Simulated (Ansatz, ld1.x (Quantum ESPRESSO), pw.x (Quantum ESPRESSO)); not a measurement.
**Mo (Z = 42): one change to the TM potential, in the atom and in the fcc crystal**

ld1.x (Quantum ESPRESSO) 7.5 input, shortened:

```
&input
   title='Mo', zed=42., rel=1, dft='PBE', iswitch=3,
   config='[Kr] 4d4 5s2 5p0'
 /
 &inputp
   pseudotype=2, tm=.true., lloc=-1, rcloc=3.65,
   nlcc=.true., new_core_ps=.true., rcore=1.85
 /
3
5S  1  0   2.00   0.00  2.90  2.90  0.0
5P  2  1   0.00   0.00  3.70  3.70  0.0
4D  3  2   4.00   0.00  2.35  2.35  0.0
 &test
   configts(1)='4d4 5s2 5p0'
 /
```

Change: local potential all-electron potential smoothed inside 3.40 bohr (lloc = -1).

Cutoffs, loose and tight: the cutoffs (Ry, on a coarse ladder) from which the occupation-weighted sum of valence levels, in a spherical-Bessel basis at the reference potential, stays within 10 and 1 mRy of its value at 400 Ry. They do not see the model core or the augmentation charge, which bear on the density cutoff. Test errors are all-electron minus pseudo excitation energies from the reference, over the configurations 4d5 5s1 5p0; 4d5 5s0 5p0; 4d4 5s0 5p0; 4d2 5s0 5p0; 4d4 5s1 5p1; 4d3 5s0 5p0; 4d6 5s0 5p0; variants that change the core or the reference have their own tests.

Crystal test: fcc Mo in pw.x 7.5, no spin, 14³ k-points, Fermi–Dirac smearing 0.01 Ry, cutoffs set for each file from its atomic test. The reference is all-electron LAPW (Ansatz 0.2.0) with the same functional, mesh and smearing; V0 and B0 come from Birch–Murnaghan fits to the pressures at five volumes. Errors are pseudo minus all-electron; Δ is the rms difference of the E(V) curves that follow from these fits, minima aligned, over ±6 % about the mean V0. Mesh and smearing are coarse, so the numbers serve the comparison and aren't converged zero-temperature values; the lattice is a test structure that the element need not adopt.

All-electron: a0 = 4.005 Å (V0 = 16.06 Å³/atom), B0 = 235.3 GPa.

Q: Does the change bring the crystal closer to the all-electron result?

A: The mean pressure error goes from +16.23 to +10.65 GPa, so the change moves the solid closer to the all-electron pressures.

| quantity | base | changed |
| --- | --- | --- |
| outcome (atom) | generated | generated |
| cutoff, loose (atom) | 35 Ry | 35 Ry |
| cutoff, tight (atom) | 40 Ry | 40 Ry |
| bound ghosts (atom) | none | none |
| largest test error (meV) (atom) | -315 over the solved tests; 1 of 7 tests not solved or not reliable | -297 over the solved tests; 1 of 7 tests not solved or not reliable |
| cutoffs in pw.x (Ry) | 50/200 | 50/200 |
| a0 (Å) | – | 4.060 |
| a0 error (%) | – | +1.38 |
| B0 error (%) | – | -0.5 |
| Δ (meV/atom) | – | 34.7 |
| mean pressure error (GPa) | +16.23 | +10.65 |

A dash: not determined, or the minimum lies outside the volumes sampled.

Base: The largest radius (3.70 bohr) exceeds half the bond length (2.67 bohr), so the spheres overlap, which is one possible source of error among others. This is a poor potential for the solid. Atomic configuration tests: 1 of 7 tests not solved or not reliable. Changed file: The largest radius (3.70 bohr) exceeds half the bond length (2.67 bohr), so the spheres overlap, which is one possible source of error among others. This is a poor potential for the solid. Atomic configuration tests: 1 of 7 tests not solved or not reliable. The atomic cutoffs weigh occupied waves only.
